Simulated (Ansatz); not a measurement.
NaI in the rocksalt structure, relaxed with r2SCAN: it is cubic, Fm-3m (No. 225); a = 6.459 Å in the conventional setting, 33.69 Å³ an atom. Na is surrounded by 6 I at 3.23 Å; I is surrounded by 6 Na at 3.23 Å. One-shot G0W0@PBE in Ansatz 0.2.0 on a 4×4×4 mesh (contour deformation, no spin-orbit coupling), from a PBE gap of 3.659 eV over the mesh points (the G0W0 gap is direct on the mesh); the number N of bands summed and the screening cutoff rise together. The values are computed, spin-unpolarised, and not measurements.

```csv
N,cutoff (eV),1000/N,G0W0 gap (eV)
165,100,6.061,5.575
382,180,2.618,5.664
```

Question: Lay a straight line in 1000/N through these rows.

Answer: The slope is -0.0258 eV per unit of 1000/N and the intercept 5.732 eV.

Question: Predict the gap at N = 729 (260 eV).

Answer: 5.732 + (-0.0258) × 1.372 = 5.697 eV; the run gives 5.690 eV, -0.007 eV from the line.

Question: With that run's result added, what limit do the last two rows suggest?

Answer: Their slope is (5.690 − 5.664)/(1.372 − 2.618) = -0.0209, which meets 1/N = 0 at 5.72 eV, against 5.732 eV from the first line. The slope flattens, so the first line overshoots; the k mesh isn't extrapolated.

Spin-orbit coupling is left out, which matters wherever the heavy atoms make up the band edges.
